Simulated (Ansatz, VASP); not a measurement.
ZrB2 (series) in VASP and in Ansatz

```
Zr B
1.0
     3.17000    0.00000    0.00000
    -1.58500    2.74530    0.00000
     0.00000    0.00000    3.53300
Zr B
1 2
Direct
  0.00000 0.00000 0.00000
  0.33333 0.66667 0.50000
  0.66667 0.33333 0.50000
```

Alike in both runs: task single point; functional PBE; k mesh 15 × 15 × 12; occupations gaussian, width 0.1 eV; no spin polarisation.

|  | VASP | Ansatz |
| --- | --- | --- |
| version | VASP 6.6.1 | Ansatz 0.2.0 |
| potentials or method | VASP PAW PBE potentials, release 64 (Zr_sv, B) | scalar-relativistic, plane waves, PAW |
| plane-wave cutoff (eV) | 520 | 420 |
| valence electrons in the cell | 18 | 18 |

```tsv
	VASP	Ansatz	Ansatz less VASP
gap on the k mesh at the Fermi level (eV)	none	none	-
pressure (GPa)	0.9	0.8	-0.14
largest component of the traceless stress (GPa)	0.52	0.47	-0.047
```

A gap of «none» marks a metal or a gap that the smearing closes.
